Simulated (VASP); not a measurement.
Nb:

```
Nb
1.0
     2.83219    0.00000    0.00000
    -1.41609    2.45275    0.00000
     0.00000    0.00000    5.18149
Nb
2
Direct
  0.33333 0.66667 0.25000
  0.66667 0.33333 0.75000
```

This isn't the form of Nb at room conditions, which is bcc.

Base run:

| Item | Value |
| --- | --- |
| Program | VASP 6.6.1 |
| Functional | PBEsol |
| Potentials or basis | VASP PAW PBE potentials, release 64 (Nb_sv) |
| Cutoff | 900 eV |
| k mesh | 18 × 18 × 10 |
| Occupations | gaussian, width 0.1 eV |
| Spin | no spin polarisation |

Its results: band gap on the k mesh none (metal or under the smearing width); pressure 0.1 GPa.

Task: After a change of settings the same cell gave: band gap on the k mesh none (metal or under the smearing width); pressure 0.9 GPa. Which change was it?
A. cutoff from 900 eV to 700 eV
B. cutoff from 900 eV to 520 eV; k mesh from 18 × 18 × 10 to 27 × 27 × 12
C. functional from PBEsol to r2SCAN; cutoff from 900 eV to 520 eV
D. cutoff from 900 eV to 520 eV; occupations from gaussian, width 0.1 eV to gaussian, width 0.5 eV

Result: D.

Caveats: the PAW data sets were made with another functional, which shifts forces and pressure a little.

Not every run made on this cell is shown here.
